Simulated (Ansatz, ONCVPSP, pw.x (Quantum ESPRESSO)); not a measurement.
# What a changed setting does to a pw.x run (fcc Ga)

Potential: optimised norm-conserving Vanderbilt (ONCV), ONCVPSP 4.0.1.1 (patched build), PBE; core [Ar] 3d10, reference 4s2 4p1; waves: 4s: rc 1.55 bohr, ncon 4, nbas 9, qcut 3.9 1/bohr, 2 projectors, debl 2.3 Ha; 4p: rc 2.85 bohr, ncon 3, nbas 7, qcut 2.9 1/bohr, 2 projectors, debl 2.1 Ha; d scattering state at 0.06 Ha: rc 3.00 bohr, ncon 4, nbas 8, qcut 3.3 1/bohr, 2 projectors, debl 1.7 Ha; local part: polynomial inside 1.20 bohr (lpopt 5, dvloc0 0 Ha); core correction: none.

The reference run (k-mesh 13³, cutoffs 40/160 Ry, Fermi–Dirac 0.01 Ry, mixing_beta 0.4, conv_thr 1e-9, no spin) gives 0.10 GPa at 19.025 Å³/atom, where all-electron LAPW gives -0.07 GPa. This run, with its own iteration cap, changes nosym to true.

```
&control
  calculation='scf', prefix='x', pseudo_dir='./', outdir='./tmp', tstress=.true., disk_io='none'
/
&system
  ibrav=0, nat=1, ntyp=1, ecutwfc=40, ecutrho=160, nbnd=8,
  occupations='smearing', smearing='fd', degauss=0.01, nosym=.true.
/
&electrons
  conv_thr=1e-09, mixing_beta=0.4, electron_maxstep=70
/
ATOMIC_SPECIES
Ga 1.0 Ga.UPF
CELL_PARAMETERS angstrom
  0.00000000 2.11884029 2.11884029
  2.11884029 0.00000000 2.11884029
  2.11884029 2.11884029 0.00000000
ATOMIC_POSITIONS crystal
Ga 0.0000 0.0000 0.0000
K_POINTS automatic
13 13 13 0 0 0
```

```bash
pw.x < Ga.scf.in > Ga.scf.out
```

Problem. How does the run end?

Solution. It converges in 6 iterations; the free energy moves by +0.0 meV/atom and the pressure by +0.00 GPa. The result is that of the reference run.

```
lattice parameter (alat)  =       5.6626  a.u.
     unit-cell volume          =     128.3871 (a.u.)^3
     number of electrons       =         3.00
     number of Kohn-Sham states=            8
     kinetic-energy cutoff     =      40.0000  Ry
     charge density cutoff     =     160.0000  Ry
     scf convergence threshold =      1.0E-09
     Exchange-correlation= PBE
     number of k points=  1099  Fermi-Dirac smearing, width (Ry)=  0.0100
     iteration #  1     ecut=    40.00 Ry     beta= 0.40
     total energy              =      -4.41020515 Ry
     estimated scf accuracy    <       0.00244683 Ry
     iteration #  2     ecut=    40.00 Ry     beta= 0.40
     total energy              =      -4.41008430 Ry
     estimated scf accuracy    <       0.00083736 Ry
     iteration #  3     ecut=    40.00 Ry     beta= 0.40
     total energy              =      -4.41009647 Ry
     estimated scf accuracy    <       0.00000091 Ry
     iteration #  4     ecut=    40.00 Ry     beta= 0.40
     c_bands:  1 eigenvalues not converged
     c_bands:  1 eigenvalues not converged
     total energy              =      -4.41009760 Ry
     estimated scf accuracy    <       0.00000003 Ry
     iteration #  5     ecut=    40.00 Ry     beta= 0.40
     total energy              =      -4.41009760 Ry
     estimated scf accuracy    <          2.1E-09 Ry
     iteration #  6     ecut=    40.00 Ry     beta= 0.40
     the Fermi energy is     5.8186 ev
!    total energy              =      -4.41009760 Ry
     estimated scf accuracy    <          6.6E-11 Ry
     smearing contrib. (-TS)   =      -0.00177813 Ry
     The total energy is F=E-TS. E is the sum of the following terms:
     one-electron contribution =       2.27608801 Ry
     hartree contribution      =       0.02127115 Ry
     xc contribution           =      -1.55289740 Ry
     ewald contribution        =      -5.15278124 Ry
     convergence has been achieved in   6 iterations
          total   stress  (Ry/bohr**3)                   (kbar)     P=        0.95
     Message from routine punch:
     Nothing written, as per user request (disk_io='none')
```

The run took about 44 s on one core of a shared host (Neoverse-V2, 32 threads, 247 GiB, load 12).
